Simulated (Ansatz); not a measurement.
# GaP: the cost of one run

Program: Ansatz 0.2.0. Level of theory: DFT PBE, scalar-relativistic, plane waves, PAW. These are calculated values, not measurements.

**1. Starting point**

The structure is orthorhombic, space group Pnma (No. 62). The conventional cell has a = 6.331 Å, b = 3.868 Å, c = 6.501 Å, α = 90.00°, β = 90.00°, γ = 90.00°. Around Ga (site symmetry m) lie 4 P at 2.26 to 2.27 Å. P (site symmetry m) is surrounded by 4 Ga at 2.26 to 2.27 Å.

Coordinates:

```
Ga P
1.0
     6.33121    0.00000    0.00000
     0.00000    3.86758    0.00000
     0.00000    0.00000    6.50099
Ga P
4 4
Cartesian
  5.1984 2.9007 2.6624
  4.2985 0.9669 5.9129
  2.0327 2.9007 0.5881
  1.1329 0.9669 3.8386
  5.1984 0.9669 3.8386
  4.2985 2.9007 0.5881
  2.0327 0.9669 5.9129
  1.1329 2.9007 2.6624
```

The cell is invented: 4-connected net, two elements alternating (Pnma, No. 62). Its size is a rough estimate.

**2. A first look at the guess**

Contents of input.yaml:

```yaml
crystal:
  lattice:
    - [6.33121081, 0.0, 0.0]
    - [0.0, 3.86757564, 0.0]
    - [0.0, 0.0, 6.50099023]
  atoms:
    - { symbol: Ga, position: [0.82106782, 0.75, 0.409537] }
    - { symbol: Ga, position: [0.67893218, 0.25, 0.909537] }
    - { symbol: Ga, position: [0.32106782, 0.75, 0.090463] }
    - { symbol: Ga, position: [0.17893218, 0.25, 0.590463] }
    - { symbol: P, position: [0.82106782, 0.25, 0.590463] }
    - { symbol: P, position: [0.67893218, 0.75, 0.090463] }
    - { symbol: P, position: [0.32106782, 0.25, 0.909537] }
    - { symbol: P, position: [0.17893218, 0.75, 0.409537] }
basis:
  ecutwfc: 420
kpoints:
  mp_grid: { grid: [4, 4, 4] }
hamiltonian:
  xc: pbe
scf:
  occupations: { method: gaussian, width: 0.1 }
  lower_state_search: "off"
output:
  forces: true
  stress: true
  eigenvalues: true
```

Launch:

```bash
ansatz run input.yaml --threads 1 --pin off --max-ram 2560MiB --backend cpu --events-out ev --progress --plain --runs-dir out
```

What time and memory should one allow on 1 thread of Arm Neoverse V2, shared host?

About 13 s, with a peak of 0.44 GiB.
